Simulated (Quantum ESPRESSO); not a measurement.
# TiO2 (P4_2/mnm) in Quantum ESPRESSO: a series of runs

Runs on TiO2. Level: PBE. Tasks: phonons.

Everything below comes from runs of Quantum ESPRESSO 7.5. Logs are shortened: lines on timing, memory, paths and dates and some standing lists are left out, and cuts for length are marked.

## (1) The crystal as given

It takes space group P4_2/mnm (No. 136, tetragonal). The conventional cell has a = 4.600 Å, b = 4.600 Å, c = 2.959 Å, α = 90.00°, β = 90.00°, γ = 90.00°. Ti (site symmetry mmm) is surrounded by 6 O at 1.95 to 1.98 Å. O (site symmetry m2m) is surrounded by 3 Ti at 1.95 to 1.98 Å.

The cell is a database's computed one.

## (2) Phonons, PBE

Contents of pw.in:

```
&CONTROL
  calculation = 'scf'
  prefix = 'pwscf'
  outdir = './tmp'
  pseudo_dir = './pseudo'
  tprnfor = .true.
  tstress = .true.
  disk_io = 'low'
/
&SYSTEM
  ibrav = 0
  celldm(1) = 8
  nat = 6
  ntyp = 2
  ecutwfc = 45
  ecutrho = 360
  nbnd = 33
  occupations = 'smearing'
  smearing = 'fd'
  degauss = 0.00367493
/
&ELECTRONS
  conv_thr = 1.2d-09
  electron_maxstep = 120
  mixing_beta = 0.5
/
ATOMIC_SPECIES
Ti    47.8670 ti_pbe_v1.4.uspp.F.UPF
O     15.9990 o_pbe_v1.2.uspp.F.UPF
CELL_PARAMETERS alat
  1.0865540950003   0.0000000000000   0.0000000000000
  0.0000000000000   1.0865540950003   0.0000000000000
  0.0000000000000   0.0000000000000   0.6990128965849
ATOMIC_POSITIONS crystal
Ti     0.0000000000    0.0000000000    0.5000000000
Ti     0.5000000000    0.5000000000    0.0000000000
O      0.3043213200    0.3043213200    0.5000000000
O      0.1956786800    0.8043213200    0.0000000000
O      0.8043213200    0.1956786800    0.0000000000
O      0.6956786800    0.6956786800    0.5000000000
K_POINTS automatic
2 2 4 1 1 1
```

Contents of relax.in:

```
&CONTROL
  calculation = 'relax'
  prefix = 'pwscf'
  outdir = './tmp'
  pseudo_dir = './pseudo'
  tprnfor = .true.
  tstress = .true.
  disk_io = 'low'
  nstep = 40
  forc_conv_thr = 0.0001
  etot_conv_thr = 1d-06
/
&SYSTEM
  ibrav = 0
  celldm(1) = 8
  nat = 6
  ntyp = 2
  ecutwfc = 45
  ecutrho = 360
  nbnd = 33
  occupations = 'smearing'
  smearing = 'fd'
  degauss = 0.00367493
/
&ELECTRONS
  conv_thr = 1.2d-09
  electron_maxstep = 120
  mixing_beta = 0.5
/
&IONS
  ion_dynamics = 'bfgs'
/
ATOMIC_SPECIES
Ti    47.8670 ti_pbe_v1.4.uspp.F.UPF
O     15.9990 o_pbe_v1.2.uspp.F.UPF
CELL_PARAMETERS alat
  1.0865540950003   0.0000000000000   0.0000000000000
  0.0000000000000   1.0865540950003   0.0000000000000
  0.0000000000000   0.0000000000000   0.6990128965849
ATOMIC_POSITIONS crystal
Ti     0.0000000000    0.0000000000    0.5000000000
Ti     0.5000000000    0.5000000000    0.0000000000
O      0.3043213200    0.3043213200    0.5000000000
O      0.1956786800    0.8043213200    0.0000000000
O      0.8043213200    0.1956786800    0.0000000000
O      0.6956786800    0.6956786800    0.5000000000
K_POINTS automatic
2 2 4 1 1 1
```

Contents of scf2.in:

```
&CONTROL
  calculation = 'scf'
  prefix = 'pwscf'
  outdir = './tmp'
  pseudo_dir = './pseudo'
  tprnfor = .true.
  tstress = .true.
  disk_io = 'low'
/
&SYSTEM
  ibrav = 0
  celldm(1) = 8
  nat = 6
  ntyp = 2
  ecutwfc = 45
  ecutrho = 360
  nbnd = 33
  occupations = 'fixed'
/
&ELECTRONS
  conv_thr = 1d-13
  electron_maxstep = 120
  mixing_beta = 0.5
  startingpot = 'file'
  startingwfc = 'file'
/
ATOMIC_SPECIES
Ti    47.8670 ti_pbe_v1.4.uspp.F.UPF
O     15.9990 o_pbe_v1.2.uspp.F.UPF
CELL_PARAMETERS alat
  1.0865540950003   0.0000000000000   0.0000000000000
  0.0000000000000   1.0865540950003   0.0000000000000
  0.0000000000000   0.0000000000000   0.6990128965849
ATOMIC_POSITIONS crystal
Ti     0.0000000000    0.0000000000    0.5000000000
Ti     0.5000000000    0.5000000000    0.0000000000
O      0.3040593368    0.3040593368    0.5000000000
O      0.1959406632    0.8040593368    0.0000000000
O      0.8040593368    0.1959406632    0.0000000000
O      0.6959406632    0.6959406632    0.5000000000
K_POINTS automatic
2 2 4 1 1 1
```

Contents of ph.in:

```
phonons of TiO2
&INPUTPH
  prefix = 'pwscf'
  outdir = './tmp'
  tr2_ph = 1d-18
  fildyn = 'dyn'
  niter_ph = 90
  alpha_mix(1) = 0.7
  epsil = .true.
/
0.0000000000 0.0000000000 0.0000000000
```

Contents of dynmat.in:

```
&INPUT
  fildyn = 'dyn'
  asr = 'crystal'
  lperm = .true.
  filout = 'dynmat.disp'
  fileig = 'dynmat.eig'
/
```

Contents of dynmat_lo.in:

```
&INPUT
  fildyn = 'dyn'
  asr = 'crystal'
  filout = 'dynmat_lo.disp'
  fileig = 'dynmat_lo.eig'
  q(1) = 0
  q(2) = 0
  q(3) = 1
/
```

Potentials or basis: GBRV 1.5 PBE.

Started as:

```bash
> OMP_NUM_THREADS=1 mpirun -n 4 pw.x -in pw.in > pw.out
> OMP_NUM_THREADS=1 mpirun -n 4 pw.x -in relax.in > relax.out
> OMP_NUM_THREADS=1 mpirun -n 4 pw.x -in scf2.in > scf2.out
> OMP_NUM_THREADS=1 mpirun -n 4 ph.x -in ph.in > ph.out
> OMP_NUM_THREADS=1 mpirun -n 1 dynmat.x -in dynmat.in > dynmat.out
> OMP_NUM_THREADS=1 mpirun -n 1 dynmat.x -in dynmat_lo.in > dynmat_lo.out
```

pw.out:

```text
This program is part of the open-source Quantum ESPRESSO suite
     for quantum simulation of materials; please cite
[... 6 lines left out ...]
     using ibrav=0 with symmetry is DISCOURAGED, use correct ibrav instead

     Subspace diagonalization in iterative solution of the eigenvalue problem:
     a serial algorithm will be used

     --------------------
     sticks:   dense  smooth     PW     G-vecs:    dense   smooth      PW
     Min         544     271     75                12194     4305     657
     Max         545     272     77                12195     4308     658
     Sum        2177    1085    305                48777    17227    2629

     Using Slab Decomposition

     bravais-lattice index     =            0
     lattice parameter (alat)  =       8.0000  a.u.
     unit-cell volume          =     422.5303 (a.u.)^3
     number of atoms/cell      =            6
     number of atomic types    =            2
     number of electrons       =        48.00
     number of Kohn-Sham states=           33
     kinetic-energy cutoff     =      45.0000  Ry
     charge density cutoff     =     360.0000  Ry
     scf convergence threshold =      1.2E-09
     mixing beta               =       0.5000
     number of iterations used =            8  plain     mixing
     Exchange-correlation= SLA  PW   PBE  PBE
                           (   1   4   3   4   0   0   0)

     celldm(1)=   8.000000  celldm(2)=   0.000000  celldm(3)=   0.000000
     celldm(4)=   0.000000  celldm(5)=   0.000000  celldm(6)=   0.000000

     crystal axes: (cart. coord. in units of alat)
               a(1) = (   1.086554   0.000000   0.000000 )
               a(2) = (   0.000000   1.086554   0.000000 )
               a(3) = (   0.000000   0.000000   0.699013 )

     reciprocal axes: (cart. coord. in units 2 pi/alat)
               b(1) = (  0.920341  0.000000  0.000000 )
               b(2) = (  0.000000  0.920341  0.000000 )
               b(3) = (  0.000000  0.000000  1.430589 )

     PseudoPot. # 1 for Ti read from file:
     ti_pbe_v1.4.uspp.F.UPF
     Pseudo is Ultrasoft + core correction, Zval = 12.0
     Generated by new atomic code, or converted to UPF format
     Using radial grid of  851 points,  6 beta functions with:
                l(1) =   0
                l(2) =   0
                l(3) =   1
                l(4) =   1
                l(5) =   2
                l(6) =   2
     Q(r) pseudized with  6 coefficients,  rinner =    1.000   1.000   1.000
                                                       1.000   1.000

     PseudoPot. # 2 for O  read from file:
     o_pbe_v1.2.uspp.F.UPF
     Pseudo is Ultrasoft + core correction, Zval =  6.0
     Generated by new atomic code, or converted to UPF format
     Using radial grid of  737 points,  5 beta functions with:
                l(1) =   0
                l(2) =   0
                l(3) =   1
                l(4) =   1
                l(5) =   2
     Q(r) pseudized with  8 coefficients,  rinner =    0.900   0.900   0.900
                                                       0.900   0.900

     atomic species   valence    mass     pseudopotential
     Ti               12.00    47.86700     Ti( 1.00)
     O                 6.00    15.99900     O ( 1.00)

     16 Sym. Ops., with inversion, found ( 8 have fractional translation)

   Cartesian axes

     site n.     atom                  positions (alat units)
         1        Ti     tau(   1) = (   0.0000000   0.0000000   0.3495064  )
         2        Ti     tau(   2) = (   0.5432770   0.5432770   0.0000000  )
         3        O      tau(   3) = (   0.3306616   0.3306616   0.3495064  )
         4        O      tau(   4) = (   0.2126155   0.8739386   0.0000000  )
         5        O      tau(   5) = (   0.8739386   0.2126155   0.0000000  )
         6        O      tau(   6) = (   0.7558925   0.7558925   0.3495064  )

     number of k points=     2  Fermi-Dirac smearing, width (Ry)=  0.0037
                       cart. coord. in units 2pi/alat
        k(    1) = (   0.2300852   0.2300852   0.1788236), wk =   1.0000000
        k(    2) = (   0.2300852   0.2300852   0.5364708), wk =   1.0000000

     Dense  grid:    48777 G-vectors     FFT dimensions: (  54,  54,  36)

     Smooth grid:    17227 G-vectors     FFT dimensions: (  40,  40,  24)

     Check: negative core charge=   -0.000012

     Initial potential from superposition of free atoms

     starting charge      45.9999, renormalised to      48.0000

     negative rho (up, down):  1.867E-03 0.000E+00
     Starting wfcs are   36 randomized atomic wfcs

     Self-consistent Calculation

     iteration #  1     ecut=    45.00 Ry     beta= 0.50
     Davidson diagonalization with overlap
     ethr =  1.00E-02,  avg # of iterations =  2.0

     negative rho (up, down):  3.167E-03 0.000E+00

     total energy              =    -367.90736636 Ry
     estimated scf accuracy    <       1.26310454 Ry

     iteration #  2     ecut=    45.00 Ry     beta= 0.50
     Davidson diagonalization with overlap
     ethr =  2.63E-03,  avg # of iterations =  4.0

     negative rho (up, down):  1.755E-03 0.000E+00

     total energy              =    -367.39606916 Ry
     estimated scf accuracy    <       5.89484731 Ry

     iteration #  3     ecut=    45.00 Ry     beta= 0.50
     Davidson diagonalization with overlap
     ethr =  2.63E-03,  avg # of iterations =  3.5

     negative rho (up, down):  1.767E-03 0.000E+00

     total energy              =    -368.43330770 Ry
     estimated scf accuracy    <       0.22030665 Ry

     iteration #  4     ecut=    45.00 Ry     beta= 0.50
     Davidson diagonalization with overlap
     ethr =  4.59E-04,  avg # of iterations =  1.5
[... 46 lines left out ...]
     negative rho (up, down):  1.801E-03 0.000E+00

     total energy              =    -368.44919404 Ry
     estimated scf accuracy    <       0.00000016 Ry

     iteration # 10     ecut=    45.00 Ry     beta= 0.50
     Davidson diagonalization with overlap
     ethr =  3.25E-10,  avg # of iterations =  3.0

     negative rho (up, down):  1.802E-03 0.000E+00

     total energy              =    -368.44919407 Ry
     estimated scf accuracy    <       0.00000002 Ry

     iteration # 11     ecut=    45.00 Ry     beta= 0.50
     Davidson diagonalization with overlap
     ethr =  3.35E-11,  avg # of iterations =  2.0

     negative rho (up, down):  1.802E-03 0.000E+00

     End of self-consistent calculation

          k = 0.2301 0.2301 0.1788 (  2140 PWs)   bands (ev):

   -47.7887 -47.7810 -24.1058 -24.0500 -24.0176 -23.9672 -23.9497 -23.9470
    -8.5756  -7.9147  -7.4952  -7.3085   3.7338   4.4652   4.7118   5.0774
     5.4832   6.2962   6.5863   6.9047   7.1758   7.9056   7.9846   8.4783
    11.2919  11.5938  11.8133  12.2074  12.2633  13.1036  14.3416  14.9496
    15.4592

          k = 0.2301 0.2301 0.5365 (  2158 PWs)   bands (ev):

   -47.7578 -47.7546 -24.2923 -24.2817 -24.0094 -23.9729 -23.9687 -23.9450
    -7.9871  -7.6746  -7.6533  -7.3615   4.3623   4.6072   4.6534   5.0664
     5.1201   6.1310   6.5132   6.6357   6.8901   7.6063   7.7001   8.2830
    11.1749  12.0845  12.1280  12.2185  12.4466  12.9893  13.9529  14.9768
    15.0637

     the Fermi energy is     9.9360 ev

!    total energy              =    -368.44919408 Ry
     estimated scf accuracy    <          9.6E-11 Ry
     smearing contrib. (-TS)   =      -0.00000000 Ry
     internal energy E=F+TS    =    -368.44919408 Ry

     The total energy is F=E-TS. E is the sum of the following terms:
     one-electron contribution =    -125.24529187 Ry
     hartree contribution      =      86.18185308 Ry
     xc contribution           =     -65.29812806 Ry
     ewald contribution        =    -264.08762723 Ry

     convergence has been achieved in  11 iterations

     negative rho (up, down):  1.802E-03 0.000E+00

     Forces acting on atoms (cartesian axes, Ry/au):

     atom    1 type  1   force =     0.00000000    0.00000000   -0.00000000
     atom    2 type  1   force =     0.00000000    0.00000000    0.00000000
     atom    3 type  2   force =    -0.00095136   -0.00095136    0.00000000
     atom    4 type  2   force =     0.00095136   -0.00095136   -0.00000000
     atom    5 type  2   force =    -0.00095136    0.00095136   -0.00000000
     atom    6 type  2   force =     0.00095136    0.00095136    0.00000000

     Total force =     0.002691     Total SCF correction =     0.000001

     Computing stress (Cartesian axis) and pressure

     negative rho (up, down):  1.802E-03 0.000E+00
          total   stress  (Ry/bohr**3)                   (kbar)     P=       45.10
   0.00034016   0.00000000   0.00000000           50.04        0.00        0.00
   0.00000000   0.00034016   0.00000000            0.00       50.04        0.00
   0.00000000   0.00000000   0.00023943            0.00        0.00       35.22

=------------------------------------------------------------------------------=
   JOB DONE.
=------------------------------------------------------------------------------=
```

It took 3.9 min on 4 MPI ranks of Intel Xeon at 2.50GHz (Skylake/Cascade Lake), shared host; peak memory 0.36 GiB.

Results:

- Free energy: -5013.0068 eV
- Pressure after relaxing: 4.4 GPa
- Electronic dielectric tensor (diagonal): 7.94, 7.94, 8.48
- Born charges (mean of the diagonal): Ti +6.90; O -3.48 e
- Highest phonon frequency at Γ, LO-TO splitting left out: 798 cm⁻¹
- Most unstable mode: 156i cm⁻¹

Step by step:
| step | energy change (eV) | largest force (eV/Å) | pressure (GPa) |
| --- | --- | --- | --- |
| 1 | 0.0000 | 0.0346 | 4.51 |
| 2 | -0.0001 | 0.0201 | 4.47 |
| 3 | -0.0001 | 0.0042 | 4.43 |
| 4 | -0.0001 | 0.0000 | 4.43 |

Final structure:
```yaml
crystal:
  lattice:
    - [4.59984, 0.00000, 0.00000]
    - [0.00000, 4.59984, 0.00000]
    - [0.00000, 0.00000, 2.95921]
  atoms:
    - { symbol: Ti, position: [0.00000, 0.00000, 0.50000] }
    - { symbol: Ti, position: [0.50000, 0.50000, 0.00000] }
    - { symbol: O, position: [0.30406, 0.30406, 0.50000] }
    - { symbol: O, position: [0.19594, 0.80406, 0.00000] }
    - { symbol: O, position: [0.80406, 0.19594, 0.00000] }
    - { symbol: O, position: [0.69594, 0.69594, 0.50000] }
```

Levels at points of the mesh, in eV from the valence-band top:
```
           k point  band 20  band 21  band 22  band 23  band 24  band 25  band 26  band 27
(0.25, 0.25, 0.12)    -1.58    -1.30    -0.57    -0.50     0.00     2.80     3.11     3.32
```

Phonon frequencies in cm⁻¹ (negative: imaginary):
| q point | frequencies |
| --- | --- |
| (0.000, 0.000, 0.000) | -156 -4 -4 5 72 85 85 129 370 370 373 418 441 441 475 475 587 798 |

Electronic dielectric tensor:
```
7.94 0.00 0.00
0.00 7.94 0.00
0.00 0.00 8.48
```

Born effective charge tensors (e):
atom 1, Ti
```
6.53 0.88 0.00
0.88 6.53 0.00
0.00 0.00 7.64
```
atom 2, Ti
```
 6.53 -0.88  0.00
-0.88  6.53  0.00
 0.00  0.00  7.64
```
atom 3, O
```
-3.35 -2.03  0.00
-2.03 -3.35  0.00
 0.00  0.00 -3.76
```
atom 4, O
```
-3.35  2.03  0.00
 2.03 -3.35  0.00
 0.00  0.00 -3.76
```
atom 5, O
```
-3.35  2.03  0.00
 2.03 -3.35  0.00
 0.00  0.00 -3.76
```
atom 6, O
```
-3.35 -2.03  0.00
-2.03 -3.35  0.00
 0.00  0.00 -3.76
```

Optical modes at Γ, degenerate ones joined, polar ones without the macroscopic field:
```csv
cm⁻¹,components,symmetry,active in,"IR intensity, summed ((D/Å)²/amu)"
156i,1,A2u,IR,138.87
72,1,B1u,silent,0.00
85,2,Eu,IR,197.86
129,1,B1g,Raman,0.00
370,2,Eu,IR,14.46
373,1,B1u,silent,0.00
418,1,A2g,silent,0.00
441,2,Eg,Raman,0.00
475,2,Eu,IR,45.39
587,1,A1g,Raman,0.00
798,1,B2g,Raman,0.00
```

Zone-centre frequencies without and with the macroscopic field along z (cm⁻¹):
|  | optical modes in rising order |
| --- | --- |
| without | 156i 72 85 85 129 370 370 373 418 441 441 475 475 587 798 |
| with the field | 72 85 85 129 370 370 373 418 441 441 475 475 587 730 798 |

Caveat: the k mesh is coarse (spacing up to 0.68 Å⁻¹), so the values aren't converged; the mesh is thin for the dielectric tensor, Born charges and intensities, which usually come out too large; some modes are imaginary; the cell is more than 3 GPa from zero pressure, which shifts response properties; the Born charges break their sum rule by 0.13 e, a sign of too thin a mesh.

(Part 1 of 2 ends here.)
